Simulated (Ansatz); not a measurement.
# MoS2 (P6_3/mmc) in Ansatz: equation of state

How stiff is MoS2 in PBE, and what volume does it want? The cell is scaled to several volumes.

Everything below comes from runs of Ansatz 0.2.0. Logs are shortened: lines on timing, memory, paths and dates and some standing lists are left out, and cuts for length are marked.

## (1) The structure

The structure is hexagonal, space group P6_3/mmc (No. 194). Conventional cell: a = 3.169 Å, b = 3.169 Å, c = 12.324 Å, α = 90.00°, β = 90.00°, γ = 120.00°. Around Mo (site symmetry -6m2) lie 6 S at 2.41 Å. Around S (site symmetry 3m) lie 3 Mo at 2.41 Å.

## (2) Equation of state, PBE

Potentials or basis: all-electron LAPW, scalar-relativistic.

This step only gathers the single runs of the series.

What came out:

```yaml
Equilibrium_volume: 18.11 Å³/atom
Bulk_modulus_at_fixed_shape_and_positions: 143 GPa
Pressure_derivative_of_the_bulk_modulus: 4.4
```

Energy against volume, from the lowest point:
```csv
volume (Å³/atom),energy (meV/atom)
16.792,48.69
17.149,24.73
17.507,9.20
17.864,1.20
18.221,0.00
18.578,4.90
18.936,15.28
```

Caveat: the cell was scaled at fixed shape and fractional positions, which overstates the stiffness of a crystal with free parameters, most of all of layers and chains; this functional lacks dispersion, which binds the layers, so the pressure and a relaxed spacing across them are unreliable.
